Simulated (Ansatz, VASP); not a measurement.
Si in VASP and in Ansatz

Contents of INCAR:

```
ALGO = Normal
EDIFF = 1E-6
EDIFFG = -0.002
ENCUT = 600
GGA = CA
IBRION = 2
ISIF = 3
ISMEAR = 0
LASPH = True
LCHARG = False
LREAL = False
LWAVE = False
NELM = 100
NSW = 100
PREC = Accurate
SIGMA = 0.02
```

Contents of KPOINTS:

```
k-points
0
Gamma
  8 8 8
```

File POSCAR:

```
Si
1.0
    0.0000000000      2.7185000000      2.7185000000
    2.7185000000      0.0000000000      2.7185000000
    2.7185000000      2.7185000000      0.0000000000
Si
2
Direct
    0.5000000000      0.5000000000      0.5000000000
    0.7500000000      0.7500000000      0.7500000000
```

Input for Ansatz:

```yaml
crystal:
  lattice:
    - [0.0, 2.7185, 2.7185]
    - [2.7185, 0.0, 2.7185]
    - [2.7185, 2.7185, 0.0]
  atoms:
    - { symbol: Si, position: [0.5, 0.5, 0.5] }
    - { symbol: Si, position: [0.75, 0.75, 0.75] }
basis:
  ecutwfc: 420
kpoints:
  mp_grid: { grid: [8, 8, 8] }
hamiltonian:
  xc: lda
  pseudopotentials: { kind: paw, azcp: { folder: soft_1 } }
scf:
  occupations: { method: gaussian, width: 0.02 }
output:
  forces: true
  stress: true
  eigenvalues: true
relax:
  adjacent_minimum: "off"
  f_tol: 0.002
  max_steps: 80
  cell: { stress_tol: 0.02 }
```

Alike in both runs: task relaxation of cell and atoms; functional LDA; k mesh 8 × 8 × 8; occupations gaussian, width 0.02 eV; no spin polarisation.

|  | VASP | Ansatz |
| --- | --- | --- |
| version | VASP 6.6.1 | Ansatz 0.2.0 |
| potentials or method | VASP PAW LDA potentials, release 64 (Si) | scalar-relativistic, plane waves, PAW |
| plane-wave cutoff (eV) | 600 | 420 |
| valence electrons in the cell | 8 | 8 |

Ansatz gave:

- gap on the k mesh at the Fermi level, each at its own relaxed structure (eV): 0.49
- relaxed volume (Å³/atom): 19.70
- relaxed cell length with the largest relative difference (Å): 3.820
- energy change over the relaxation (meV/atom): -2

Q: Which values does VASP return?

A: gap on the k mesh at the Fermi level, each at its own relaxed structure (eV): 0.49; relaxed volume (Å³/atom): 19.72; relaxed cell length with the largest relative difference (Å): 3.821; energy change over the relaxation (meV/atom): -2.

Ansatz warned: «pseudo_functional_mismatch».

LDA usually gives volumes a few per cent too small. Zero-point motion and thermal expansion aren't in these numbers.
